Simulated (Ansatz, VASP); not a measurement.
This is a calculation of Y for Ansatz 0.2.0.

File input.yaml:

```yaml
crystal:
  lattice:
    - [3.6474, 0.0, 0.0]
    - [-1.8237, 3.1587410578, 0.0]
    - [0.0, 0.0, 5.7306]
  atoms:
    - { symbol: "Y", position: [0.6666666667, 0.3333333333, 0.75] }
    - { symbol: "Y", position: [0.3333333333, 0.6666666667, 0.25] }
hamiltonian:
  xc: pbe
  pseudopotentials: { kind: paw }
kpoints:
  mp_grid: { grid: [7, 7, 4] }
scf:
  occupations: { method: fermi_dirac, width: 0.05 }
output:
  forces: true
  stress: true
  eigenvalues: true
```

Potentials or basis: Ansatz PAW.

Command:

```console
$ ansatz run input.yaml --threads 2 --pin off --max-ram 5632MiB --backend cpu --events-out ev --progress --plain --runs-dir out
```

Set up the same calculation for VASP 6.6.1. Potentials there: VASP PAW PBE potentials, release 64 (Y_sv).

As run (the cutoff follows the program's own potentials):

The input INCAR:

```
ALGO     = Normal         # electronic algorithm
EDIFF    = 1E-6           # SCF threshold, eV
ENCUT    = 520            # plane-wave cutoff, eV
GGA      = PE             # functional
ISIF     = 2              # what is computed and relaxed
ISMEAR   = -1             # smearing method
LASPH    = True           # aspherical terms in the spheres
LCHARG   = False          # write CHGCAR
LREAL    = False          # projectors in reciprocal space
LWAVE    = False          # write WAVECAR
NBANDS   = 18             # bands
NELM     = 80             # most SCF steps
PREC     = Accurate       # precision mode
SIGMA    = 0.05           # smearing width, eV
```

The input KPOINTS:

```
k-points
0
Gamma
  7 7 4
```

File POSCAR:

```
Y
1.0
    3.6474000000      0.0000000000      0.0000000000
   -1.8237000000      3.1587410578      0.0000000000
    0.0000000000      0.0000000000      5.7306000000
Y
2
Direct
    0.6666666667      0.3333333333      0.7500000000
    0.3333333333      0.6666666667      0.2500000000
```

Potentials or basis: VASP PAW PBE potentials, release 64 (Y_sv).

The run is started by

```console
$ cat potpaw_PBE.64/Y_sv/POTCAR > POTCAR
$ mpirun -np 1 vasp_std > vasp.out
```

Both were run:

|  | VASP | Ansatz | Ansatz less VASP |
| --- | --- | --- | --- |
| gap on the k mesh at the Fermi level (eV) | none | none | - |
| pressure (GPa) | -0.2 | -0.1 | +0.11 |
| largest component of the traceless stress (GPa) | 0.51 | 0.51 | +0.003 |

A gap of «none» marks a metal or a gap that the smearing closes. The functional is the same, so the differences come from potentials, cutoffs and numerics.
